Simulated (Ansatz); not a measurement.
(100) slab cut from the bulk of MoP, P-6m2 (No. 187); the slab's formula is MoP:

```
CELL_PARAMETERS angstrom
3.19523 0.00000 0.00000
0.00000 3.24104 0.00000
0.00000 0.00000 25.29169
ATOMIC_POSITIONS crystal
P 0.50000 0.50000 0.29654
Mo 0.00000 0.50000 0.37053
P 0.50000 0.00000 0.40752
Mo 0.00000 0.00000 0.48150
P 0.50000 0.50000 0.51850
Mo 0.00000 0.50000 0.59248
P 0.50000 0.00000 0.62947
Mo 0.00000 0.00000 0.70346
```

Theory: DFT PBE, scalar-relativistic, plane waves, PAW (Ansatz 0.2.0). Cutoff 420 eV; k points 11×11×1 on the computed 8-atom cell (Γ-centred); Gaussian smearing, width 0.10 eV; no spin polarisation. A dipole correction removes the field between periodic images along c.

Question: What forces act on the atoms?

Answer:
| atom | Fx (eV/Å) | Fy (eV/Å) | Fz (eV/Å) |
| --- | --- | --- | --- |
| P1 | 0.000 | 0.000 | -0.107 |
| Mo2 | 0.000 | 0.000 | 0.198 |
| P3 | 0.000 | 0.000 | -0.116 |
| Mo4 | 0.000 | 0.000 | -0.010 |
| P5 | 0.000 | 0.000 | 0.014 |
| Mo6 | 0.000 | 0.000 | 0.189 |
| P7 | 0.000 | 0.000 | 1.765 |
| Mo8 | 0.000 | 0.000 | -1.934 |

Cost: 1 run of about 0.32 core-minutes, on Intel Xeon 6975P-C (Granite Rapids) (shared hosts).